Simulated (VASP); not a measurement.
# MgO (P6_3mc) in VASP: further runs

One crystal, MgO, is run at these levels: r2SCAN; tasks: single point.

Everything below comes from runs of VASP 6.6.1. Logs are shortened: lines on timing, memory, paths and dates and some standing lists are left out, and cuts for length are marked.

### Step 1. Starting point

It takes space group P6_3mc (No. 186, hexagonal). Conventional cell: a = 3.308 Å, b = 3.308 Å, c = 4.983 Å, α = 90.00°, β = 90.00°, γ = 120.00°. Around Mg (site symmetry 3m) lie 4 O at 1.97 to 1.99 Å. Around O (site symmetry 3m) lie 4 Mg at 1.97 to 1.99 Å.

Measurements of this composition are mostly on another form, of space group No. 225.

### Step 2. Single point, r2SCAN

Input file INCAR:

```
SYSTEM = MgO
  PREC = Accurate
  ENCUT = 800
  EDIFF = 1E-6
  ISMEAR = 0
  SIGMA = 0.05
  LREAL = .False.
  LASPH = .True.
  NELM = 100
  ALGO = Normal
  ISIF = 2
  LWAVE = .False.
  LCHARG = .False.
  METAGGA = R2SCAN
  LMIXTAU = .True.
  NBANDS = 16
  ADDGRID = .True.
```

Input file KPOINTS:

```
Automatic mesh
0
Gamma
  4 4 2
  0 0 0
```

Input file POSCAR:

```
MgO
1.0
    3.3077869865      0.0000000000      0.0000000000
   -1.6538934933      2.8646275606      0.0000000000
    0.0000000000      0.0000000000      4.9828816700
Mg O
2 2
Direct
    0.6747690000      0.3351150000      0.5028290000
    0.3311760000      0.6515210000      0.0154490000
    0.6888710000      0.3367780000      0.8828130000
    0.3168690000      0.6615630000      0.3988200000
```

Potentials or basis: VASP PAW PBE potentials, release 64 (Mg, O_h).

On the command line:

```sh
$ cat potpaw_PBE.64/Mg/POTCAR potpaw_PBE.64/O_h/POTCAR > POTCAR
$ mpirun -np 1 vasp_std > vasp.out
```

OUTCAR:

```text
SYSTEM = MgO
   PREC = Accurate
   ENCUT = 800
   EDIFF = 1E-6
   ISMEAR = 0
   LREAL = .False.
   LASPH = .True.
   NELM = 100
   ISIF = 2
   METAGGA = R2SCAN

 Found     20 irreducible k-points:

 Following reciprocal coordinates:
            Coordinates               Weight
  0.000000  0.000000  0.000000      1.000000
  0.250000  0.000000  0.000000      2.000000
  0.000000  0.250000  0.000000      2.000000
 -0.250000  0.250000  0.000000      2.000000
  0.500000  0.000000  0.000000      1.000000
  0.000000  0.500000  0.000000      1.000000
   k-points           NKPTS =     20   k-points in BZ     NKDIM =     20   number of bands    NBANDS=     16
   number of dos      NEDOS =    301   number of ions     NIONS =      4
   total plane-waves  NPLWV =  49152
   dimension x,y,z NGX =    32 NGY =   32 NGZ =   48
   dimension x,y,z NGXF=    64 NGYF=   64 NGZF=   96
   ions per type =               2   2
   NGX,Y,Z   is equivalent  to a cutoff of  16.08, 16.08, 16.01 a.u.
   NGXF,Y,Z  is equivalent  to a cutoff of  32.17, 32.17, 32.03 a.u.
 SYSTEM =  MgO
   PREC   = accura    normal or accurate (medium, high low for compatibility)
   ISTART =      0    job   : 0-new  1-cont  2-samecut
   ICHARG =      2    charge: 1-file 2-atom 10-const
   ISPIN  =      1    spin polarized calculation?
   LNONCOLLINEAR =      F non collinear calculations
   LSORBIT =      F    spin-orbit coupling
   LASPH  =      T    aspherical Exc in radial PAW
   ENCUT  =  800.0 eV  58.80 Ry    7.67 a.u.   7.63  7.63 11.49*2*pi/ulx,y,z
   NELM   =    100;   NELMIN=  2; NELMDL= -5     # of ELM steps
   EDIFF  = 0.1E-05   stopping-criterion for ELM
   LREAL  =      F    real-space projection
   EDIFFG = 0.1E-04   stopping-criterion for IOM
   NSW    =      0    number of steps for IOM
   IBRION =     -1    ionic relax: 0-MD 1-quasi-New 2-CG
   NFREE  =      0    steps in history (QN), initial steepest desc. (CG)
   ISIF   =      2    stress and relaxation
   ISYM   =      2    0-nonsym 1-usesym 2-fastsym
   POTIM  = 0.5000    time-step for ionic-motion
   TEBEG  =    0.0;   TEEND  =   0.0 temperature during run
   PSTRESS=    0.0 pullay stress
   NELECT =      16.0000    total number of electrons
   NUPDOWN=      -1.0000    fix difference up-down
   EMIN   =  10.00;   EMAX   =-10.00  energy-range for DOS
   EFERMI =   0.00;   METHOD = LEGACY
   ISMEAR =     0;   SIGMA  =   0.05  broadening in eV -4-tet -1-fermi 0-gaus
   EFERMI_NEDOS =   21; number of points for ismear=-14 and -15
   IALGO  =     38    algorithm
   IMIX   =      4    mixing-type and parameters
     AMIX     =   0.40;   BMIX     =  1.00
     AMIX_MAG =   1.60;   BMIX_MAG =  1.00
  volume/ion in A,a.u.               =      11.80        79.66
  Fermi-wavevector in a.u.,A,eV,Ry     =   1.141351  2.156842 17.724080  1.302683
  Thomas-Fermi vector in A             =   2.278052
   LORBIT       =      0    0 simple, 1 ext, 2 COOP (PROOUT), +10 PAW based schemes
   METAGGA = R2SCAN    functional components
   LHFCALC =     F    Hartree Fock is set to
   AEXX    =    0.0000 exact exchange contribution
   IVDW    =     0    specifies the selected vdW correction
   LEPSILON=     F    determine dielectric tensor
   LRPA    =     F    only Hartree local field effects (RPA)
 non-spin polarized calculation
 Gauss-broadening in eV      SIGMA  =   0.05
  energy-cutoff  :      800.00
  volume of cell :       47.22
 maximum number of plane-waves:      2446
 NGX is ok and might be reduce to    32
   NGX = 15   NGY = 15   NGZ = 23

 number of electron      16.0000000 magnetization

 Free energy of the ion-electron system (eV)
  ---------------------------------------------------
  ext. energy  EPLUGINS =         0.00000000
  ---------------------------------------------------
  free energy    TOTEN  =       -31.70334943 eV

  energy without entropy =      -31.70334943  energy(sigma->0) =      -31.70334943

 E-fermi :   1.2475     XC(G=0): -10.1946

 val. band max:        0.9359699664   @ k =   0.0000   0.0000   0.0000
 cond. band min:       5.1405945104   @ k =   0.0000   0.0000   0.0000
 fundamental gap:      4.2046245440
 Fermi energy:         1.2474651093

 k-point     1 :       0.0000    0.0000    0.0000
  band No.  band energies     occupation
      1     -16.1998      2.00000
      2     -15.3544      2.00000
      3      -2.2259      2.00000
      4       0.1541      2.00000
      5       0.3033      2.00000
      6       0.6892      2.00000
[... 8 lines left out ...]
     15      18.3951      0.00000
     16      18.9363      0.00000

 k-point     2 :       0.2500    0.0000    0.0000
  band No.  band energies     occupation
      1     -15.9346      2.00000
      2     -15.2822      2.00000
      3      -1.6608      2.00000
      4      -0.9872      2.00000
      5      -0.4602      2.00000
      6       0.0140      2.00000
[... 8 lines left out ...]
     15      17.0315      0.00000
     16      17.7501      0.00000

 k-point     3 :       0.0000    0.2500    0.0000
  band No.  band energies     occupation
      1     -15.9431      2.00000
      2     -15.2753      2.00000
      3      -1.6763      2.00000
      4      -1.0362      2.00000
      5      -0.3297      2.00000
      6      -0.0591      2.00000
[... 8 lines left out ...]
     15      17.1372      0.00000
     16      17.7934      0.00000

 k-point     4 :      -0.2500    0.2500    0.0000
  band No.  band energies     occupation
      1     -15.9462      2.00000
      2     -15.2714      2.00000
      3      -1.6846      2.00000
      4      -1.0629      2.00000
      5      -0.3230      2.00000
      6      -0.0781      2.00000
[... 8 lines left out ...]
     15      17.2123      0.00000
     16      17.6966      0.00000

 k-point     5 :       0.5000    0.0000    0.0000
  band No.  band energies     occupation
      1     -15.6012      2.00000
      2     -15.2624      2.00000
      3      -1.9794      2.00000
      4      -1.2329      2.00000
      5      -0.5953      2.00000
      6      -0.2201      2.00000
[... 8 lines left out ...]
     15      16.2697      0.00000
     16      18.3558      0.00000

 k-point     6 :       0.0000    0.5000    0.0000
  band No.  band energies     occupation
      1     -15.6330      2.00000
      2     -15.2336      2.00000
      3      -2.0743      2.00000
      4      -1.0779      2.00000
      5      -0.7561      2.00000
      6      -0.2935      2.00000
[... 8 lines left out ...]
     15      16.7526      0.00000
     16      18.2989      0.00000

 [... further k-points ...]

------------------------ aborting loop because EDIFF is reached ----------------------------------------

  FORCE on cell =-STRESS in cart. coord.  units (eV):
  Direction    XX          YY          ZZ          XY          YZ          ZX
  --------------------------------------------------------------------------------------
  -------------------------------------------------------------------------------------
  Total       -1.1229654     -2.0692058      1.6470296      0.9224467      0.0687538     -0.0752016
  in kB      -38.1057643    -70.2146931     55.8889195     31.3015312      2.3330353     -2.5518263
  external PRESSURE =     -17.4771793 kB  Pullay stress =       0.0000000 kB

 VOLUME and BASIS-vectors are now :
 -----------------------------------------------------------------------------
  energy-cutoff  :      800.00
  volume of cell :       47.22
      direct lattice vectors                 reciprocal lattice vectors
     3.307786987  0.000000000  0.000000000     0.302316928  0.174542760  0.000000000
    -1.653893493  2.864627561  0.000000000     0.000000000  0.349085519  0.000000000
     0.000000000  0.000000000  4.982881670     0.000000000  0.000000000  0.200687086

 POSITION                                       TOTAL-FORCE (eV/Angst)
 -----------------------------------------------------------------------------------
      1.67775      0.95998      2.50554        -0.656184     -0.280103     -0.194576
      0.01791      1.86637      0.07698         0.367102      0.399272     -1.343151
      1.72164      0.96474      4.39895        -0.506281     -0.380914      1.523566
     -0.04602      1.89513      1.98727         0.795363      0.261744      0.014161
 -----------------------------------------------------------------------------------
    total drift:                                0.000087      0.000166     -0.003704

  FREE ENERGIE OF THE ION-ELECTRON SYSTEM (eV)
  ---------------------------------------------------
  free  energy   TOTEN  =       -31.7033494280 eV

  energy  without entropy=      -31.7033494280  energy(sigma->0) =      -31.70334943
```

Wall time 3 min (1 thread of AMD EPYC 7R43 (Zen 3), shared host); peak memory 0.32 GiB.

These settings aren't checked as converged: the numbers below hold their error.

Results:

- Free energy: -31.7033 eV
- Largest force: 1.650 eV/Å
- Band gap on the k mesh: 4.20 eV, direct

Caveat: the k mesh is coarse (spacing up to 0.63 Å⁻¹), so the values aren't converged; the cutoff is under 1.25 times the usual one of these potentials, so pressure, stress and relaxed cells hold a basis-set (Pulay) error; the PAW data sets were made with another functional, which shifts forces and pressure a little.

### Step 3. Single point, r2SCAN

INCAR: that of step 2 with these lines changed.

```diff
@@ -7,3 +7,3 @@
   LREAL = .False.
-  LASPH = .True.
+  LASPH = .False.
   NELM = 100
@@ -16,2 +16,2 @@
   NBANDS = 16
-  ADDGRID = .True.
+  ADDGRID = .False.
```

KPOINTS is that of step 2.

Input file POSCAR:

```
MgO
1.0
    3.3077869865      0.0000000000      0.0000000000
   -1.6538934933      2.8646275606      0.0000000000
    0.0000000000      0.0000000000      4.9828816700
Mg O
2 2
Direct
    0.6666666667      0.3333333333      0.5021597400
    0.3333333333      0.6666666667      0.0021597400
    0.6666666667      0.3333333333      0.9024402600
    0.3333333333      0.6666666667      0.4024402600
```

Potentials or basis: VASP PAW PBE potentials, release 64 (Mg, O_h).

On the command line:

```sh
$ cat potpaw_PBE.64/Mg/POTCAR potpaw_PBE.64/O_h/POTCAR > POTCAR
$ mpirun -np 1 vasp_std > vasp.out
```

Run time: 71 s. Hardware: 1 thread of AMD EPYC 7R43 (Zen 3), shared host; peak memory 0.17 GiB.

These settings aren't checked as converged: the numbers below hold their error.

What came out:

| Item | Value |
| --- | --- |
| Free energy | -31.8663 eV |
| Largest force | 0.033 eV/Å |
| Band gap on the k mesh | 4.12 eV, direct |

Caveat: the k mesh is coarse (spacing up to 0.63 Å⁻¹), so the values aren't converged; the cutoff is under 1.25 times the usual one of these potentials, so pressure, stress and relaxed cells hold a basis-set (Pulay) error; the PAW data sets were made with another functional, which shifts forces and pressure a little.

### Step 4. Single point, r2SCAN

INCAR is that of step 3.

KPOINTS is that of step 3.

Input file POSCAR:

```
MgO
1.0
    3.3077869865      0.0000000000      0.0000000000
   -1.6538934933      2.8646275606      0.0000000000
    0.0000000000      0.0000000000      4.9828816700
Mg O
2 2
Direct
    0.6747690000      0.3351150000      0.5028290000
    0.3311760000      0.6515210000      0.0154490000
    0.6888710000      0.3367780000      0.8828130000
    0.3168690000      0.6615630000      0.3988200000
```

Potentials or basis: VASP PAW PBE potentials, release 64 (Mg, O_h).

On the command line:

```sh
$ cat potpaw_PBE.64/Mg/POTCAR potpaw_PBE.64/O_h/POTCAR > POTCAR
$ mpirun -np 1 vasp_std > vasp.out
```

OUTCAR:

```text
SYSTEM = MgO
   PREC = Accurate
   ENCUT = 800
   EDIFF = 1E-6
   ISMEAR = 0
   LREAL = .False.
   LASPH = .False.
   NELM = 100
   ISIF = 2
   METAGGA = R2SCAN
     LASPH = .TRUE.)

 Found     20 irreducible k-points:

 Following reciprocal coordinates:
            Coordinates               Weight
  0.000000  0.000000  0.000000      1.000000
  0.250000  0.000000  0.000000      2.000000
  0.000000  0.250000  0.000000      2.000000
 -0.250000  0.250000  0.000000      2.000000
  0.500000  0.000000  0.000000      1.000000
  0.000000  0.500000  0.000000      1.000000
[... 195 lines left out ...]
  --------------------------------------------------------------------------------------
  -------------------------------------------------------------------------------------
  Total       -1.1264185     -2.0855046      1.6799241      0.9343387      0.0698234     -0.0763058
  in kB      -38.2229394    -70.7677627     57.0051344     31.7050640      2.3693302     -2.5892955
  external PRESSURE =     -17.3285226 kB  Pullay stress =       0.0000000 kB

 VOLUME and BASIS-vectors are now :
 -----------------------------------------------------------------------------
  energy-cutoff  :      800.00
  volume of cell :       47.22
      direct lattice vectors                 reciprocal lattice vectors
     3.307786987  0.000000000  0.000000000     0.302316928  0.174542760  0.000000000
    -1.653893493  2.864627561  0.000000000     0.000000000  0.349085519  0.000000000
     0.000000000  0.000000000  4.982881670     0.000000000  0.000000000  0.200687086

 POSITION                                       TOTAL-FORCE (eV/Angst)
 -----------------------------------------------------------------------------------
      1.67775      0.95998      2.50554        -0.663395     -0.282962     -0.201593
      0.01791      1.86637      0.07698         0.372326      0.403074     -1.353209
      1.72164      0.96474      4.39895        -0.511381     -0.384440      1.531890
     -0.04602      1.89513      1.98727         0.802450      0.264328      0.022912
 -----------------------------------------------------------------------------------
    total drift:                               -0.000569     -0.000889     -0.003530

  FREE ENERGIE OF THE ION-ELECTRON SYSTEM (eV)
  ---------------------------------------------------
  free  energy   TOTEN  =       -31.6999265629 eV

  energy  without entropy=      -31.6999265629  energy(sigma->0) =      -31.69992656
```

stdout:

```text
POSCAR found type information on POSCAR MgO
 POSCAR found :  2 types and       4 ions
 scaLAPACK will be used
 -----------------------------------------------------------------------------
|                                                                             |
|                                                                             |
|     You enforced a specific xc type in the INCAR file but a different       |
|     I HOPE YOU KNOW WHAT YOU ARE DOING!                                     |
|                                                                             |
 -----------------------------------------------------------------------------

 LDA part: xc-table for (None), standard interpolation
 POSCAR, INCAR and KPOINTS ok, starting setup
 FFT: planning ... GRIDC
 FFT: planning ... GRID_SOFT
 FFT: planning ... GRID
 WAVECAR not read
 entering main loop
```

It took 2.6 min on 1 thread of AMD EPYC 7R43 (Zen 3), shared host; peak memory 0.2 GiB.

These settings aren't checked as converged: the numbers below hold their error.

What came out:

```yaml
Free_energy: -31.6999 eV
Largest_force: 1.660 eV/Å
Band_gap_on_the_k_mesh: 4.20 eV, direct
```

Caveat: the k mesh is coarse (spacing up to 0.63 Å⁻¹), so the values aren't converged; the cutoff is under 1.25 times the usual one of these potentials, so pressure, stress and relaxed cells hold a basis-set (Pulay) error; the PAW data sets were made with another functional, which shifts forces and pressure a little.

[end of part 1 of 2]
